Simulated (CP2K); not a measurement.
# LiF (Griceite) (Fm-3m) in CP2K: equation of state, part 2 of 2

CP2K 2026.2.

## Step 5: Single point, PBEsol, 7.84 Å³/atom (volume scaled by 0.96)

Contents of lif_eos.inp:

```
&GLOBAL
  PROJECT lif_eos
  RUN_TYPE ENERGY_FORCE
  PRINT_LEVEL LOW
&END GLOBAL
&FORCE_EVAL
  METHOD QS
  STRESS_TENSOR ANALYTICAL
  &DFT
    BASIS_SET_FILE_NAME BASIS_MOLOPT_UZH
    POTENTIAL_FILE_NAME POTENTIAL_UZH
    WFN_RESTART_FILE_NAME previous-RESTART.kp
    &MGRID
      CUTOFF 750
      REL_CUTOFF 60
      NGRIDS 4
    &END MGRID
    &QS
      METHOD GPW
      EPS_DEFAULT 1.0E-10
    &END QS
    &KPOINTS
      SCHEME MONKHORST-PACK 11 11 11
      GAMMA_CENTERED T
      SYMMETRY T
      SYMMETRY_BACKEND SPGLIB
    &END KPOINTS
    &SCF
      SCF_GUESS RESTART
      EPS_SCF 1.0E-6
      MAX_SCF 100
      ADDED_MOS 10
      CHOLESKY OFF
      EPS_EIGVAL 1.0E-7
      &DIAGONALIZATION ON
        ALGORITHM STANDARD
      &END DIAGONALIZATION
      &MIXING ON
        METHOD BROYDEN_MIXING
        ALPHA 0.4
        BETA 1.5
        NBUFFER 8
      &END MIXING
      &SMEAR ON
        METHOD FERMI_DIRAC
        ELECTRONIC_TEMPERATURE [K] 580.226
      &END SMEAR
    &END SCF
    &XC
      &XC_FUNCTIONAL
        &GGA_X_PBE_SOL
        &END GGA_X_PBE_SOL
        &GGA_C_PBE_SOL
        &END GGA_C_PBE_SOL
      &END XC_FUNCTIONAL
    &END XC
    &PRINT
      &KPOINTS ON
      &END KPOINTS
      &MULLIKEN ON
      &END MULLIKEN
      &MO ON
        ENERGIES T
        OCCUPATION_NUMBERS T
        &EACH
          QS_SCF 0
        &END EACH
        ADD_LAST NUMERIC
      &END MO
    &END PRINT
  &END DFT
  &SUBSYS
    &CELL
      A 2.8097318537 0.0000000000 0.0000000000
      B 1.4048659268 2.4332991632 0.0000000000
      C 1.4048659268 0.8110997211 2.2941364519
      PERIODIC XYZ
    &END CELL
    &COORD
      F   2.8097318537 1.6221994421 1.1470682260
      Li  0.0000000000 0.0000000000 0.0000000000
    &END COORD
    &KIND F
      BASIS_SET TZVP-MOLOPT-PBE-GTH-q7
      POTENTIAL GTH-PBE-q7
    &END KIND
    &KIND Li
      BASIS_SET TZVP-MOLOPT-PBE-GTH-q3
      POTENTIAL GTH-PBE-q3
    &END KIND
    &PRINT
      &ATOMIC_COORDINATES ON
      &END ATOMIC_COORDINATES
      &CELL ON
      &END CELL
    &END PRINT
  &END SUBSYS
  &PRINT
    &FORCES ON
    &END FORCES
    &STRESS_TENSOR ON
    &END STRESS_TENSOR
  &END PRINT
&END FORCE_EVAL
```

The run is started by

```sh
$ OMP_NUM_THREADS=1 cp2k.psmp -i lif_eos.inp -o lif_eos.out
```

Run time: 57 s. Hardware: 1 thread of Arm Neoverse V2, shared host; peak memory 0.26 GiB.

The run converged. Its results:

* Free energy: -863.0700 eV
* Pressure: 2.7 GPa
* Band gap on the k mesh: 9.21 eV, direct
* Mulliken charges: F -0.81; Li +0.81 e

Caveat: Mulliken charges move with the basis; the potentials were made for another functional, which shifts forces and pressure; an odd mesh through Γ misses points on the zone boundary, where band edges often lie; the basis of atomic orbitals isn't converged, which shifts pressures, moduli and gaps.

## Step 6: Single point, PBEsol, 8.50 Å³/atom (volume scaled by 1.04)

lif_eos.inp: that of step 5 with these lines changed.

```diff
@@ -73,5 +73,5 @@
     &CELL
-      A 2.8097318537 0.0000000000 0.0000000000
-      B 1.4048659268 2.4332991632 0.0000000000
-      C 1.4048659268 0.8110997211 2.2941364519
+      A 2.8857070722 0.0000000000 0.0000000000
+      B 1.4428535361 2.4990956325 0.0000000000
+      C 1.4428535361 0.8330318775 2.3561699580
       PERIODIC XYZ
@@ -79,3 +79,3 @@
     &COORD
-      F   2.8097318537 1.6221994421 1.1470682260
+      F   2.8857070722 1.6660637550 1.1780849790
       Li  0.0000000000 0.0000000000 0.0000000000
```

Potentials or basis: POTENTIAL_UZH F GTH-PBE-q7, Li GTH-PBE-q3; TZVP-MOLOPT-PBE-GTH basis.

The run is started by

```sh
$ OMP_NUM_THREADS=1 cp2k.psmp -i lif_eos.inp -o lif_eos.out
```

Run time: 36 s. Hardware: 1 thread of Arm Neoverse V2, shared host; peak memory 0.26 GiB.

Results (log left out):

```
Free energy            : -863.0678 eV
Pressure               : -2.9 GPa
Band gap on the k mesh : 8.51 eV, direct
Mulliken charges       : F -0.81; Li +0.81 e
```

Caveat: Mulliken charges move with the basis; the potentials were made for another functional, which shifts forces and pressure; an odd mesh through Γ misses points on the zone boundary, where band edges often lie; the basis of atomic orbitals isn't converged, which shifts pressures, moduli and gaps.

## Step 7: Single point, PBEsol, 7.68 Å³/atom (volume scaled by 0.94)

lif_eos.inp: that of step 6 with these lines changed.

```diff
@@ -73,5 +73,5 @@
     &CELL
-      A 2.8857070722 0.0000000000 0.0000000000
-      B 1.4428535361 2.4990956325 0.0000000000
-      C 1.4428535361 0.8330318775 2.3561699580
+      A 2.7900827363 0.0000000000 0.0000000000
+      B 1.3950413682 2.4162825284 0.0000000000
+      C 1.3950413682 0.8054275095 2.2780930147
       PERIODIC XYZ
@@ -79,3 +79,3 @@
     &COORD
-      F   2.8857070722 1.6660637550 1.1780849790
+      F   2.7900827364 1.6108550189 1.1390465074
       Li  0.0000000000 0.0000000000 0.0000000000
```

The run is started by

```sh
$ OMP_NUM_THREADS=1 cp2k.psmp -i lif_eos.inp -o lif_eos.out
```

It took 58 s on 1 thread of Arm Neoverse V2, shared host; peak memory 0.25 GiB.

It converged, with:

| Property | Result |
| --- | --- |
| Free energy | -863.0601 eV |
| Pressure | 4.4 GPa |
| Band gap on the k mesh | 9.41 eV, direct |
| Mulliken charges | F -0.81; Li +0.81 e |

Caveat: Mulliken charges move with the basis; the potentials were made for another functional, which shifts forces and pressure; an odd mesh through Γ misses points on the zone boundary, where band edges often lie; the basis of atomic orbitals isn't converged, which shifts pressures, moduli and gaps.

## Step 8: Single point, PBEsol, 8.66 Å³/atom (volume scaled by 1.06)

lif_eos.inp: that of step 7 with these lines changed.

```diff
@@ -73,5 +73,5 @@
     &CELL
-      A 2.7900827363 0.0000000000 0.0000000000
-      B 1.3950413682 2.4162825284 0.0000000000
-      C 1.3950413682 0.8054275095 2.2780930147
+      A 2.9040878676 0.0000000000 0.0000000000
+      B 1.4520439338 2.5150138682 0.0000000000
+      C 1.4520439338 0.8383379561 2.3711778146
       PERIODIC XYZ
@@ -79,3 +79,3 @@
     &COORD
-      F   2.7900827364 1.6108550189 1.1390465074
+      F   2.9040878676 1.6766759121 1.1855889073
       Li  0.0000000000 0.0000000000 0.0000000000
```

The run is started by

```sh
$ OMP_NUM_THREADS=1 cp2k.psmp -i lif_eos.inp -o lif_eos.out
```

It took 46 s on 1 thread of Arm Neoverse V2, shared host; peak memory 0.25 GiB.

The run converged. Its results:

| Property | Result |
| --- | --- |
| Free energy | -863.0607 eV |
| Pressure | -4.0 GPa |
| Band gap on the k mesh | 8.36 eV, direct |
| Mulliken charges | F -0.81; Li +0.81 e |

Caveat: Mulliken charges move with the basis; the potentials were made for another functional, which shifts forces and pressure; an odd mesh through Γ misses points on the zone boundary, where band edges often lie; the basis of atomic orbitals isn't converged, which shifts pressures, moduli and gaps.

## Step 9: Equation of state, PBEsol

Potentials or basis: POTENTIAL_UZH F GTH-PBE-q7, Li GTH-PBE-q3; TZVP-MOLOPT-PBE-GTH basis.

This step only gathers the single runs of the series.

Results:

```yaml
Equilibrium_volume: "8.12 Å³/atom (rough: see the caveat)"
Bulk_modulus: 81 GPa (rough)
```

Energy against volume, from the lowest point:
| volume (Å³/atom) | energy (meV/atom) |
| --- | --- |
| 7.679 | 7.21 |
| 7.842 | 2.25 |
| 8.006 | 0.35 |
| 8.169 | 0.00 |
| 8.333 | 1.09 |
| 8.496 | 3.39 |
| 8.659 | 6.94 |

Caveat: the fit is doubtful: noisy points or a state that changes with volume; the potentials were made for another functional, which shifts forces and pressure; the basis of atomic orbitals isn't converged, which shifts pressures, moduli and gaps.
